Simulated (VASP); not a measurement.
A run of VASP 6.6.1 is set up as follows.

The input INCAR:

```
SYSTEM = Hf
PREC = Accurate ; ENCUT = 600
EDIFF = 1E-7 ; ISMEAR = -1
SIGMA = 0.05 ; LREAL = .False.
LASPH = .True. ; NELM = 60
ALGO = Normal ; ISIF = 2
LWAVE = .False. ; LCHARG = .True.
LDIPOL = .True. ; IDIPOL = 3
DIPOL = 0.5 0.5 0.500 ; GGA = PE
LELF = .True. ; LVHAR = .True.
LVACPOTAV = .True.
```

File KPOINTS:

```
regular mesh
0
Gamma
  7 7 1
  0 0 0
```

File POSCAR:

```
Hf
1.0
    3.1966985242      0.0000000000      0.0000000000
   -1.5983492621      2.7684221302      0.0000000000
    0.0000000000      0.0000000000     30.1734000000
Hf
7
Direct
    0.6666666667      0.3333333334      0.2485633041
    0.3333333333      0.6666666666      0.3323755361
    0.6666666667      0.3333333334      0.4161877680
    0.3333333333      0.6666666666      0.5000000000
    0.6666666667      0.3333333334      0.5838122320
    0.3333333333      0.6666666666      0.6676244639
    0.6666666667      0.3333333334      0.7514366959
```

Potentials or basis: VASP PAW PBE potentials, release 54 (Hf).

The run is started by

```console
$ cat potpaw_PBE.54/Hf/POTCAR > POTCAR
$ mpirun -np 1 vasp_std > vasp.out
```

Q: What does it give for the work function of the upper face?

A: 4.41 eV.

Q: What does it give for the largest force?

A: 0.864 eV/Å.

Q: What does it give for the band gap on the k mesh?

A: None (metal or under the smearing width).

Forces in eV/Å, atoms in the order of the input:
```
Hf   0.000  0.000  0.727
Hf   0.000  0.000 -0.864
Hf   0.000  0.000  0.175
Hf   0.000  0.000  0.000
Hf   0.000  0.000 -0.175
Hf   0.000  0.000  0.864
Hf   0.000  0.000 -0.727
```

The run has no spin-orbit coupling, so splittings on Hf are missing.
